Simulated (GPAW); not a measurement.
Wanted: an ASE script for a GPAW 26.7.0 run.

| Property | Result |
| --- | --- |
| Task | single point |
| Functional | r2SCAN |
| Potentials or basis | GPAW PAW data sets (gpaw-data 1.2.1), other valence |
| Cutoff | 800 eV |
| Basis | pw |
| k mesh | 8 × 8 × 5 |
| Occupations | fermi-dirac, width 0.05 eV |
| Spin | no spin polarisation |
| Hubbard terms | Ta d U = 1 eV |
| U projector left unscaled | no |
| Maxiter | 150 |
| Data set | Ta 5 |

The structure of Ta2N lies in Ta2N.cif:

```cif
data_Ta2N
_cell_length_a 3.11286151
_cell_length_b 3.11286151
_cell_length_c 4.86984100
_cell_angle_alpha 90.00000000
_cell_angle_beta 90.00000000
_cell_angle_gamma 120.00000000
_space_group_name_H-M_alt 'P-3m1'
_space_group_name_Hall '-P 3 2"'
_space_group_IT_number 164
loop_
_space_group_symop_operation_xyz
'x,y,z'
'-x,-y,-z'
'-y,x-y,z'
'y,-x+y,-z'
'-x+y,-x,z'
'x-y,x,-z'
'y,x,-z'
'-y,-x,z'
'x-y,-y,-z'
'-x+y,y,z'
'-x,-x+y,-z'
'x,x-y,z'
loop_
_atom_site_label
_atom_site_type_symbol
_atom_site_symmetry_multiplicity
_atom_site_Wyckoff_symbol
_atom_site_fract_x
_atom_site_fract_y
_atom_site_fract_z
_atom_site_occupancy
Ta1 Ta 2 d 0.3333333333 0.6666666667 0.2547110000 1
N1 N 1 a 0.0000000000 0.0000000000 0.0000000000 1
```

The cell comes from a database or a generator and needn't be the stable form of this composition.

The input as run:

run.py

```python
from ase.dft.bandgap import bandgap
from ase.io import read, write
from ase.units import GPa
from gpaw import GPAW, PW

atoms = read('Ta2N.cif')

calc = GPAW(mode=PW(800),
            xc='MGGA_X_R2SCAN+MGGA_C_R2SCAN',
            kpts={'size': (8, 8, 5), 'gamma': True},
            occupations={'name': 'fermi-dirac', 'width': 0.05},
            setups={'Ta': '5:d,1.0'},
            nbands=-15,
            convergence={'density': 1e-05, 'energy': 1e-05},
            maxiter=150,
            txt='gpaw.txt')
atoms.calc = calc
energy = atoms.get_potential_energy()
forces = atoms.get_forces()
stress = atoms.get_stress()
calc.write('gs.gpw')
write('result.traj', atoms)
print(f'Energy: {energy:.6f} eV')
print('Forces (eV/A):')
print(forces.round(4))
print('Stress (GPa):', (stress / GPa).round(3))
print('Fermi level:', round(calc.get_fermi_level(), 4), 'eV')
print(f'Gap: {bandgap(calc)[0]:.4f} eV, direct: {bandgap(calc, direct=True)[0]:.4f} eV')
```

Potentials or basis: GPAW PAW data sets (gpaw-data 1.2.1), other valence, pw.

The run is started by

```sh
$ OMP_NUM_THREADS=1 python run.py
```

Results of the run:

| Quantity | Value |
| --- | --- |
| Pressure | 1.2 GPa |
| Largest force | 0.531 eV/Å |
| Band gap on the k mesh | none (metal or under the smearing width) |

Caveat: the PAW data sets were made with another functional, which shifts forces and pressure a little; U without spin polarisation on a metal has little footing.

Run time: 88 s on 1 thread of Arm Neoverse V2, on a shared host, peak memory 0.32 GiB.
